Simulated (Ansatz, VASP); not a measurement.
**Two plane-wave programs on Si**

```xyz
2
Lattice="2.6392 0.0000 0.0000 -1.3196 2.2856 0.0000 0.0000 0.0000 4.5532" Properties=species:S:1:pos:R:3 pbc="T T T"
Si    0.0000    1.5237    1.1383
Si    1.3196    0.7619    3.4149
```

This isn't the form of Si at room conditions, which is diamond.

Alike in both runs: task single point; functional r2SCAN; k mesh 18 × 18 × 10; occupations gaussian, width 0.1 eV; no spin polarisation.

|  | VASP | Ansatz |
| --- | --- | --- |
| version | VASP 6.6.1 | Ansatz 0.2.0 |
| potentials or method | VASP PAW PBE potentials, release 64 (Si) | scalar-relativistic, plane waves, PAW |
| plane-wave cutoff (eV) | 520 | 500 |
| valence electrons in the cell | 8 | 8 |

```csv
,VASP,Ansatz,Ansatz less VASP
gap on the k mesh at the Fermi level (eV),none,none,-
pressure (GPa),0.0,0.0,-0.04
```

A gap of «none» marks a metal or a gap that the smearing closes. The functional is the same, so the differences come from potentials, cutoffs and numerics.

Caveats: the PAW data sets were made with another functional, which shifts forces and pressure a little (VASP).
